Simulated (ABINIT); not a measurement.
Crystal: MgSi.

```
Si Mg
1.0
     2.90839    0.00000    0.00000
     0.00000    2.90839    0.00000
     0.00000    0.00000    4.10343
Si Mg
1 1
Direct
  0.50000 0.50000 0.50000
  0.00000 0.00000 0.00000
```

The cell comes from a database or a generator and needn't be the stable form of this composition.

```yaml
Program: ABINIT 10.8.3 (patched build)
Task: relaxation of cell and atoms
Functional: LDA
Potentials_or_basis: JTH PAW LDA v2.0
Cutoff: 517 eV
k_mesh: 9 × 9 × 7
Occupations: fermi-dirac, width 0.05 eV
Spin: no spin polarisation
```

At the start: pressure -3.1 GPa; volume 17.35 Å³/atom.

Q: How do energy, volume and symmetry change on relaxing?

A: Over 10 steps the energy falls by 22.4 meV/atom and the volume is 16.71 Å³/atom (-3.7 %); space group P4/mmm (No. 123, to 0.05 Å).

Step by step:
| step | energy change (eV) | largest force (eV/Å) | pressure (GPa) | volume (Å³) |
| --- | --- | --- | --- | --- |
| 1 | 0.0000 | 0.0000 | -3.07 | 34.71 |
| 2 | -0.0115 | 0.0000 | -2.52 | 34.38 |
| 3 | -0.0358 | 0.0000 | 2.28 | 32.29 |
| 4 | -0.0400 | 0.0000 | 0.82 | 32.86 |
| 5 | -0.0407 | 0.0000 | 0.52 | 33.00 |
| 6 | -0.0427 | 0.0000 | -0.08 | 33.34 |
| 7 | -0.0442 | 0.0000 | -0.56 | 33.70 |
| 8 | -0.0447 | 0.0000 | -0.16 | 33.46 |
| 9 | -0.0448 | 0.0000 | -0.07 | 33.44 |
| 10 | -0.0448 | 0.0000 | 0.00 | 33.41 |

Final structure:
```xyz
2
Lattice="2.9427 0.0000 0.0000 0.0000 2.9427 0.0000 0.0000 0.0000 3.8584" Properties=species:S:1:pos:R:3 pbc="T T T"
Si    1.4713    1.4713    1.9292
Mg    0.0000    0.0000    0.0000
```
